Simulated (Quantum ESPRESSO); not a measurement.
The system is InPd.

```
CELL_PARAMETERS angstrom
0.00000 2.74607 2.74607
2.74607 0.00000 2.74607
2.74607 2.74607 0.00000
ATOMIC_POSITIONS crystal
In 0.00000 0.00000 0.00000
Pd 0.50000 0.50000 0.50000
```

The cell was built by a generator and needn't be a form met in nature.

- Program: Quantum ESPRESSO 7.5
- Task: single point
- Functional: PBE
- Potentials or basis: SSSP 1.3 efficiency PBE
- Cutoff: 816 eV
- Density cutoff: 5987 eV
- k mesh: 8 × 8 × 8
- Occupations: fermi-dirac, width 0.05 eV
- Spin: no spin polarisation

On this cell: pressure 0.1 GPa; largest force zero by symmetry; band gap on the k mesh none (metal or under the smearing width).

The same run follows on a disturbed copy (atoms moved at random, drawn with an rms of 0.05 Å):

```xyz
2
Lattice="0.0000 2.7461 2.7461 2.7461 0.0000 2.7461 2.7461 2.7461 0.0000" Properties=species:S:1:pos:R:3 pbc="T T T"
In   -0.0297   -0.0347   -0.0202
Pd    2.7651    2.7716    2.7583
```

Q: What does the disturbed cell give?

A: The energy (extrapolated to zero smearing) moves by +8.2 meV/atom; pressure 0.4 GPa; largest force 0.393 eV/Å; band gap on the k mesh none (metal or under the smearing width).

Forces in eV/Å, atoms in the order of the input:
```
In   0.227  0.283  0.150
Pd  -0.227 -0.283 -0.150
```

Stress tensor (GPa, compression positive):
```
 0.44 -0.10 -0.05
-0.10  0.61 -0.07
-0.05 -0.07  0.25
```
